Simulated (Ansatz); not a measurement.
# Rh (Fm-3m) in Ansatz: a series of runs, part 2 of 4

Ansatz 0.2.0.

**3. Band structure, BLYP+D4**

Input file run.py:

```python
import json

import numpy as np

import ansatz as az

calculation = (
    az.Crystal.from_extxyz("Rh.xyz")
    .calculation()
    .kpoints(12, 12, 12)
    .functional("blyp", dispersion="d4")
    .pseudopotentials(kind="paw", source="ansatz")
    .scf(extra_bands=6)
    .occupations(method="fermi_dirac", width=0.15)
    .band_structure(path=(((0.0, 0.0, 0.0), (0.5, 0.0, 0.5), (0.5, 0.25, 0.75), (0.375, 0.375, 0.75), (0.0, 0.0,
        0.0), (0.5, 0.5, 0.5), (0.625, 0.25, 0.625), (0.5, 0.25, 0.75), (0.5, 0.5, 0.5), (0.375, 0.375, 0.75)),
        ((0.625, 0.25, 0.625), (0.5, 0.0, 0.5))), intervals=14)
    .forces()
    .stress()
    .band_table(publish=True)
)
outcome = calculation.run(threads=2, events_out="events.jsonl")

report = outcome.report
for line in open("events.jsonl"):
    event = json.loads(line)
    if event["event"] == "scf_iter":
        d = event["data"]
        print(f"SCF {d['iter']:3d}  HF = {d['harris_foulkes_ev']:.6f} eV  dr2 = {d['dr2_ev']:.2e} eV")
    elif event["event"] in ("relax_step", "md_step"):
        d = event["data"]
        print(f"{event['event']} {d['step']:3d}  E = {d['lagrangian_ev']:.6f} eV")
np.set_printoptions(precision=5, suppress=True, linewidth=110)
print("converged:", report["converged"], "after", report["n_iterations"], "iterations")
print(f"free energy {report['free_energy_ev']:.6f} eV, Fermi level {report['fermi_energy_ev']:.4f} eV")
for key in ("band_edges_ev", "magnetization_mub", "site_moments_mub", "site_moments_nc_mub", "forces_ev_ang",
                "stress_gpa"):
    if report.get(key) is not None:
        print(key, np.array(report[key]), sep="\n")
```

Input file Rh.xyz:

```xyz
1
Lattice="0.0000000000 1.8978500000 1.8978500000 1.8978500000 0.0000000000 1.8978500000 1.8978500000 1.8978500000 0.0000000000" Properties=species:S:1:pos:R:3 pbc="T T T"
Rh     0.0000000000      0.0000000000      0.0000000000
```

Potentials or basis: as the typed override names.

Command:

```
> python run.py
```

The program printed:

```text
DeckWarning: basis.ecutwfc = 540 eV, auto-derived from the records' recommended cutoffs: set by Rh (normal level)
PlacementWarning: RAYON_NUM_THREADS=2 ignored (pool sized by the plan → 2); use plan(threads=…)
SCF   1  HF = -6420.251885 eV  dr2 = 1.30e+00 eV
SCF   2  HF = -6419.909641 eV  dr2 = 1.36e-01 eV
SCF   3  HF = -6419.869766 eV  dr2 = 7.68e-03 eV
SCF   4  HF = -6419.868360 eV  dr2 = 5.72e-05 eV
SCF   5  HF = -6419.868365 eV  dr2 = 3.64e-06 eV
SCF   6  HF = -6419.868364 eV  dr2 = 2.27e-08 eV
converged: True after 6 iterations
free energy -6419.868364 eV, Fermi level 22.8210 eV
magnetization_mub
0.0
forces_ev_ang
[[ 0. -0.  0.]]
stress_gpa
[[ 3.38319 -0.      -0.     ]
 [ 0.       3.38319 -0.     ]
 [ 0.      -0.       3.38319]]
```

bands.tsv:

```text
# k_distance	band_0	band_1	band_2	band_3	band_4	band_5	band_6	band_7	band_8	band_9	band_10	band_11	band_12	band_13	band_14
# fermi_ev = 22.821012
# lock_threshold_ev = 1e-6
# [0, 0, 0] at k_distance = 0.000000
# [0.5, 0, 0.5] at k_distance = 1.655343
# [0.5, 0.25, 0.75] at k_distance = 2.483014
# [0.375, 0.375, 0.75] at k_distance = 3.068267
# [0, 0, 0] at k_distance = 4.824023
# [0.5, 0.5, 0.5] at k_distance = 6.257592
# [0.625, 0.25, 0.625] at k_distance = 7.271278
# [0.5, 0.25, 0.75] at k_distance = 7.856531
# [0.5, 0.5, 0.5] at k_distance = 9.027035
# [0.375, 0.375, 0.75] at k_distance = 10.040721
# [0.625, 0.25, 0.625] at k_distance = 10.040721
# [0.5, 0, 0.5] at k_distance = 10.625973
# jumps = 127
# n_points = 142
# levels_relative_to = fermi_ev
# free_energy_ev = -6419.868364
# largest_residual_norms_ev = 1.151e-3 1.154e-3 1.133e-3 1.167e-3 8.464e-4 1.049e-3 1.440e-3 1.192e-3 1.022e-3 1.433e-3 1.903e-3 1.276e-3 1.640e-3 1.777e-3 2.602e-3
0.000000	-78.819809	-46.279100	-46.279100	-46.279100	-7.780438	-3.078523	-3.078523	-3.078523	-1.000470	-1.000470	16.143940	21.391995	21.391995	21.391995	27.834765
0.118239	-78.817887	-46.288552	-46.282605	-46.282605	-7.710894	-3.124333	-3.042942	-3.042942	-1.049685	-0.983051	16.245712	21.187794	21.410191	21.410191	28.256693
0.236478	-78.812215	-46.316338	-46.292934	-46.292934	-7.505657	-3.257247	-2.936667	-2.936667	-1.191331	-0.931403	16.544475	20.710796	21.445531	21.445531	29.377399
0.354716	-78.803075	-46.360806	-46.309553	-46.309553	-7.175998	-3.464787	-2.761151	-2.761151	-1.406565	-0.847408	17.021494	20.175301	21.434573	21.434573	29.811064
0.472955	-78.790919	-46.419352	-46.331600	-46.331600	-6.745042	-3.729169	-2.518993	-2.518993	-1.660411	-0.734197	17.648342	19.700808	21.263207	21.263207	28.885637
0.591194	-78.776350	-46.488641	-46.357934	-46.357934	-6.257341	-4.030399	-2.214220	-2.214220	-1.893631	-0.596171	18.389628	19.321508	20.802459	20.802459	28.408791
[... 119 lines left out ...]
9.968315	-78.670118	-46.852747	-46.727193	-46.490055	-5.379344	-4.544448	-2.203378	-0.839119	0.335746	8.209516	8.543461	12.371190	17.055915	21.134741	28.846522
10.040721	-78.668829	-46.865217	-46.716306	-46.498111	-5.475533	-4.700987	-1.988673	-0.684571	0.402058	8.095445	8.771582	12.248559	16.633937	21.401888	28.922167

10.040721	-78.668829	-46.865217	-46.716306	-46.498111	-5.475533	-4.700987	-1.988673	-0.684571	0.402058	8.095445	8.771582	12.248559	16.633937	21.401888	28.922167
10.082525	-78.668036	-46.880769	-46.699192	-46.505279	-5.563337	-4.851773	-1.773899	-0.557938	0.483787	7.667592	9.195289	12.288417	16.244408	21.642399	28.929036
10.124329	-78.667397	-46.895460	-46.682000	-46.512096	-5.647406	-4.999734	-1.549709	-0.430833	0.560562	7.245548	9.617221	12.334468	15.872555	21.880495	28.303690
10.166132	-78.666895	-46.909225	-46.664993	-46.518525	-5.727609	-5.142407	-1.316732	-0.304658	0.632129	6.830092	10.034757	12.385445	15.520097	22.113070	27.686985
10.207936	-78.666509	-46.922005	-46.648430	-46.524526	-5.803900	-5.277438	-1.075772	-0.180933	0.698253	6.422172	10.444289	12.440743	15.188852	22.337146	27.084569
10.249740	-78.666224	-46.933745	-46.632569	-46.530070	-5.876315	-5.402638	-0.827883	-0.061298	0.758717	6.022920	10.840696	12.500759	14.880678	22.549527	26.502127
10.291543	-78.666021	-46.944394	-46.617645	-46.535122	-5.944846	-5.516037	-0.574473	0.052532	0.813332	5.633863	11.216611	12.567560	14.597584	22.747372	25.946075
10.333347	-78.665885	-46.953905	-46.603890	-46.539653	-6.009354	-5.616055	-0.317513	0.158762	0.861922	5.257040	11.560996	12.646009	14.341512	22.927748	25.423260
10.375151	-78.665799	-46.962234	-46.591511	-46.543636	-6.069351	-5.701641	-0.059843	0.255590	0.904337	4.895366	11.857842	12.744975	14.114466	23.087687	24.941988
10.416955	-78.665751	-46.969347	-46.580701	-46.547047	-6.123906	-5.772458	0.194274	0.341229	0.940446	4.553147	12.088875	12.874418	13.918367	23.223497	24.512050
10.458758	-78.665729	-46.975210	-46.571620	-46.549866	-6.171632	-5.828775	0.414000	0.438266	0.970138	4.237018	12.246799	13.032263	13.755058	23.329622	24.146986
10.500562	-78.665721	-46.979798	-46.564408	-46.552077	-6.210918	-5.871300	0.472373	0.661757	0.993325	3.957385	12.344498	13.195461	13.626159	23.392921	23.868700
10.542366	-78.665722	-46.983090	-46.559176	-46.553666	-6.240227	-5.900927	0.515061	0.848737	1.009936	3.730282	12.401592	13.334162	13.533035	23.384086	23.715286
10.584170	-78.665725	-46.985070	-46.556005	-46.554623	-6.258328	-5.918381	0.541083	0.976965	1.019923	3.577973	12.431544	13.425916	13.476728	23.321002	23.677141
10.625973	-78.665726	-46.985732	-46.554942	-46.554942	-6.264449	-5.924144	0.549827	1.023255	1.023255	3.523655	12.440902	13.457885	13.457885	23.289534	23.674167
```

engine_input.yaml:

```text
crystal:
  lattice:
    - [0.0, 1.89785, 1.89785]
    - [1.89785, 0.0, 1.89785]
    - [1.89785, 1.89785, 0.0]
  atoms:
    - { symbol: Rh, position: [0.0, 0.0, 0.0] }
kpoints:
  mp_grid:
    grid: [12, 12, 12]
  band_path:
    path:
      - [[0.0, 0.0, 0.0], [0.5, 0.0, 0.5], [0.5, 0.25, 0.75], [0.375, 0.375, 0.75], [0.0, 0.0, 0.0], [0.5, 0.5, 0.5], [0.625, 0.25, 0.625], [0.5, 0.25, 0.75], [0.5, 0.5, 0.5], [0.375, 0.375, 0.75]]
      - [[0.625, 0.25, 0.625], [0.5, 0.0, 0.5]]
    npoints: 14
hamiltonian:
  xc: blyp
  dispersion: d4
  pseudopotentials:
    kind: paw
    source: ansatz
scf:
  n_extra_bands: 6
  occupations:
    method: fermi_dirac
    width: 0.15
output:
  forces: true
  stress: true
  eigenvalues: true
```

Wall time 1.6 s (2 threads of Arm Neoverse V2, shared host); peak memory 0.33 GiB.

What came out:

```yaml
Free_energy: -6419.8684 eV
Pressure: 3.4 GPa
Band_gap_on_the_k_mesh: none (metal or under the smearing width)
```

Levels at the corners of the path, in eV from the Fermi level:
| point | band 6 | band 7 | band 8 | band 9 | band 10 | band 11 |
| --- | --- | --- | --- | --- | --- | --- |
| Γ | -3.08 | -3.08 | -3.08 | -1.00 | -1.00 | 16.14 |
| X | -5.92 | 0.55 | 1.02 | 1.02 | 3.52 | 12.44 |
| W | -3.75 | -3.75 | -1.20 | 1.03 | 9.85 | 9.85 |
| K | -4.70 | -1.99 | -0.68 | 0.40 | 8.10 | 8.77 |
| Γ | -3.08 | -3.08 | -3.08 | -1.00 | -1.00 | 16.14 |
| L | -3.16 | -3.16 | 0.59 | 0.59 | 1.04 | 8.75 |
| U | -4.70 | -1.99 | -0.68 | 0.40 | 8.10 | 8.77 |
| W | -3.75 | -3.75 | -1.20 | 1.03 | 9.85 | 9.85 |
| L | -3.16 | -3.16 | 0.59 | 0.59 | 1.04 | 8.75 |
| K | -4.70 | -1.99 | -0.68 | 0.40 | 8.10 | 8.77 |
| U | -4.70 | -1.99 | -0.68 | 0.40 | 8.10 | 8.77 |
| X | -5.92 | 0.55 | 1.02 | 1.02 | 3.52 | 12.44 |

Caveat: the potentials were made for another functional, which shifts forces and pressure; pairwise dispersion overbinds metals, which lowers pressure and volume.

(Continued in part 3 of 4.)
